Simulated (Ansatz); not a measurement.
# Ag: the cost of one run

Method: DFT, PBE, plane-wave PAW, default files, scalar-relativistic, frozen cores, in Ansatz 0.2.0.

## 1. The structure to begin with

It takes space group P6_3/mmc (No. 194, hexagonal). Conventional cell: a = 2.930 Å, b = 2.930 Å, c = 4.790 Å, α = 90.00°, β = 90.00°, γ = 120.00°. Ag (site symmetry -6m2) has 12 Ag at 2.93 Å as nearest neighbours.

Structure file:

```cif
data_structure
_symmetry_space_group_name_H-M 'P 1'
_symmetry_Int_Tables_number 1
_cell_length_a 2.9300
_cell_length_b 2.9300
_cell_length_c 4.7900
_cell_angle_alpha 90.000
_cell_angle_beta 90.000
_cell_angle_gamma 120.000
_cell_volume 35.61
loop_
_atom_site_label
_atom_site_type_symbol
_atom_site_fract_x
_atom_site_fract_y
_atom_site_fract_z
_atom_site_occupancy
Ag1 Ag 0.33333 0.66667 0.25000 1
Ag2 Ag 0.66667 0.33333 0.75000 1
```

The earlier run gave: no gap over 0.1 eV on the mesh, largest force 0.000 eV/Å, pressure 0.3 GPa.

Site by site (atoms counted from 1):

| site | atoms | first shell | V_zz (10²¹ V/m²) | η | C_Q (MHz) |
| --- | --- | --- | --- | --- | --- |
| Ag | 1, 2 | 12 Ag at 2.93 Å | -0.85 | 0.00 | – |

C_Q = eQV_zz/h, which is 24.18 MHz for Q = 1 b and V_zz = 10²¹ V/m²; η = (V_xx − V_yy)/V_zz. Nuclear quadrupole moments: year-2017 set (Pyykkö). A dash under C_Q marks elements without a common quadrupolar isotope.

## 2. Z stretched by -3 %, ions relaxed

Contents of input.yaml:

```yaml
crystal:
  lattice:
    - [2.93, 0.0, 0.0]
    - [-1.465, 2.5374544331, 0.0]
    - [0.0, 0.0, 4.6463]
  atoms:
    - { symbol: Ag, position: [0.3333333333, 0.6666666667, 0.25] }
    - { symbol: Ag, position: [0.6666666667, 0.3333333333, 0.75] }
kpoints:
  mp_grid: { grid: [18, 18, 10] }
scf:
  occupations: { method: fermi_dirac, width: 0.05 }
hamiltonian:
  xc: pbe
  pseudopotentials: { kind: paw, frozen_core: stored }
output:
  forces: true
  stress: true
  populations: true
  efg: {}
relax:
  f_tol: 0.02
  max_steps: 60
```

Run with:

```sh
ansatz run input.yaml --threads 1 --pin off --max-ram 3072MiB --backend cpu --events-out ev --progress --plain --runs-dir out
```

**Question.** How long does this run take on 1 thread of Intel Xeon at 2.50GHz (Skylake/Cascade Lake), shared host, and how much memory does it need?

About 24 s, with a peak of 0.46 GiB.
